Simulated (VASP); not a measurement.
A run of VASP 6.6.1:

File INCAR:

```
ALGO = Normal
EDIFF = 1E-6
EDIFFG = -0.01
ENCUT = 600
GGA_COMPAT = F
IBRION = 2
ISIF = 3
ISMEAR = -1
LASPH = T
LCHARG = F
LORBIT = 11
LREAL = F
LSORBIT = T
LWAVE = F
MAGMOM = 0 0 0
NELM = 80
NSW = 40
PREC = Accurate
SIGMA = 0.05
```

Contents of KPOINTS:

```
k-points
0
Gamma
  7 7 7
```

File POSCAR:

```
Se
1.0
    2.8105630200      0.0000000000      0.0000000000
    0.0000000000      2.8105630200      0.0000000000
    0.0000000000      0.0000000000      2.8105630200
Se
1
Direct
    0.0000000000      0.0000000000      0.0000000000
```

Potentials or basis: VASP PAW LDA potentials, release 64 (Se).

Launch:

```bash
$ cat potpaw_LDA.64/Se/POTCAR > POTCAR
$ mpirun -np 1 vasp_ncl > vasp.out
```

Hardware: 1 thread of Intel(R) Xeon(R) 6975P-C (Granite Rapids) (shared host).

Problem. How long does it take, and how much memory?

Solution. Wall time 16 s on 1 thread of Intel(R) Xeon(R) 6975P-C (Granite Rapids) (shared host), peak memory 0.17 GiB. Counts: scf iterations 23, k points 20, ion steps 3.
